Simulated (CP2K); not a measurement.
Runs of CP2K 2026.2 on Bi. The structure is trigonal, space group R-3m (No. 166). Conventional cell: a = 4.535 Å, b = 4.535 Å, c = 11.814 Å, α = 90.00°, β = 90.00°, γ = 120.00°. Bi (site symmetry 3m) is surrounded by 6 Bi at 3.06 to 3.52 Å. 

| task | level | potentials or basis | cell | smearing | k points reduced by the point group | potentials | EXTRAPOLATION | optimiser | most steps | gap on the mesh (eV) | pressure (GPa) | largest force (eV/Å) |
| --- | --- | --- | --- | --- | --- | --- | --- | --- | --- | --- | --- | --- |
| single point | PBEsol | POTENTIAL_UZH Bi GTH-PBE-q5; TZVP-MOLOPT-PBE-GTH basis | as given | gaussian 0.02 eV | yes | Bi GTH-PBE-q5 of POTENTIAL_UZH | - | - | - | 0.28 | (c) | 0.35 |
| single point | PBE | POTENTIAL_UZH Bi GTH-PBE-q5; TZVP-MOLOPT-PBE-GTH basis | as given | gaussian 0.1 eV | yes | Bi GTH-PBE-q5 of POTENTIAL_UZH | - | - | - | 0.28 | (b) | (a) |
| relaxation of cell and atoms | RPBE | POTENTIAL_UZH Bi GTH-PBE-q5; TZVP-MOLOPT-PBE-GTH basis | relaxed from: cell strained at random at fixed volume | methfessel-paxton 0.2 eV | - | Bi GTH-PBE-q5 of POTENTIAL_UZH | USE_PREV_P | CG | 40 | 0.13 | 0.0 | 0.01 |
| single point | LDA | GTH_POTENTIALS Bi GTH-PADE-q5; TZVP-MOLOPT-PBE-GTH basis | as given | gaussian 0.02 eV | yes | Bi GTH-PADE-q5 of GTH_POTENTIALS | - | - | - | 0.27 | -1.7 | 0.08 |

Alike in all rows: no spin polarisation; k mesh 7 × 7 × 7.

Question: Fill in the values left out.

Answer: (a) 0.27; (b) 2.7; (c) 1.8.

Caveats: spin-orbit coupling is left out, which as a rule narrows the gap of such compounds by several tenths of an eV; an odd mesh through Γ misses points on the zone boundary, where band edges often lie; the basis of atomic orbitals isn't converged, which shifts pressures, moduli and gaps; the potentials were made for another functional, which shifts forces and pressure (some runs); the printed path begins after the first move (some runs).

A k mesh can miss the band edges, and the runs leave out spin-orbit coupling on Bi.
